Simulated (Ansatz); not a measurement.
# NaCl (Fm-3m): equation of state

One table from this session's results is given with a row withheld; the runs are named, their logs left out.

The COD cell was measured well above room temperature, so it is larger than a cold one.

Computed with Ansatz 0.2.0 (DFT PBE, scalar-relativistic, plane waves, PAW, unless a step's input says otherwise).

### The structure to begin with

Symmetry: Fm-3m, No. 225, cubic system. Conventional cell: a = 5.696 Å, b = 5.696 Å, c = 5.696 Å, α = 90.00°, β = 90.00°, γ = 90.00°. Na (site symmetry m-3m) is surrounded by 6 Cl at 2.85 Å. Cl (site symmetry m-3m) is surrounded by 6 Na at 2.85 Å.

Structure file:

```cif
data_structure
_symmetry_space_group_name_H-M 'Fm-3m'
_symmetry_Int_Tables_number 225
_cell_length_a 5.6959
_cell_length_b 5.6959
_cell_length_c 5.6959
_cell_angle_alpha 90.000
_cell_angle_beta 90.000
_cell_angle_gamma 90.000
_cell_volume 184.79
loop_
_atom_site_label
_atom_site_type_symbol
_atom_site_symmetry_multiplicity
_atom_site_Wyckoff_symbol
_atom_site_fract_x
_atom_site_fract_y
_atom_site_fract_z
_atom_site_occupancy
Na1 Na 4 a 0.00000 0.00000 0.00000 1
Cl1 Cl 4 b 0.50000 0.00000 0.00000 1
```

This cell comes from an earlier session at PBE: 23.099 Å³/atom at 0.00 GPa, on a 10×10×10 mesh.

Volume factors to run: 0.980, 1.020, 0.960, 1.040.

Set-up of the first run:

File input.yaml:

```yaml
crystal:
  lattice:
    - [0.0, 2.8288336489, 2.8288336489]
    - [2.8288336489, 0.0, 2.8288336489]
    - [2.8288336489, 2.8288336489, 0.0]
  atoms:
    - { symbol: Na, position: [0.0, 0.0, 0.0] }
    - { symbol: Cl, position: [0.5, 0.5, 0.5] }
basis:
  ecutwfc: 420
  ecutrho_ratio: 4
kpoints:
  mp_grid: { grid: [10, 10, 10] }
hamiltonian:
  xc: pbe
scf:
  occupations: { method: gaussian, width: 0.05 }
output:
  forces: true
  stress: true
  eigenvalues: true
```

The run is started by

```bash
> ansatz run input.yaml --threads 4 --pin off --max-ram 7168MiB --backend cpu --events-out ev --progress --plain --runs-dir out
```

Among the steps run: Scaling the volume by 0.980; At 1.020 of the relaxed volume; Scaling the volume by 0.960; Scaling the volume by 1.040.

One table of the session follows, with a row left open; its other results are not shown here.

It belongs to the step «The fit». 

```
volume (Å³/atom)  energy (meV/atom)  pressure (GPa)  gap (eV)
          22.175               2.94            1.06      5.15
          22.637                  ?               ?         ?
          23.099               0.00            0.00      5.00
          23.561               0.66           -0.45      4.92
          24.023               2.54           -0.85      4.85
```

**Question.** Estimate the row for volume (Å³/atom) = 22.637.

Worked estimate for «energy (meV/atom)». A straight line through the neighbours (22.175, 2.94) and (23.099, 0.00) gives 2.94 + (0.00 − 2.94) × (22.637 − 22.175) / (23.099 − 22.175) = 1.47; a parabola fitted to 3 rows on both sides gives 0.76.

As computed: energy (meV/atom): 0.71; pressure (GPa): 0.50; gap (eV): 5.07. In «energy (meV/atom)» the line misses by +0.76 and the parabola by +0.05.
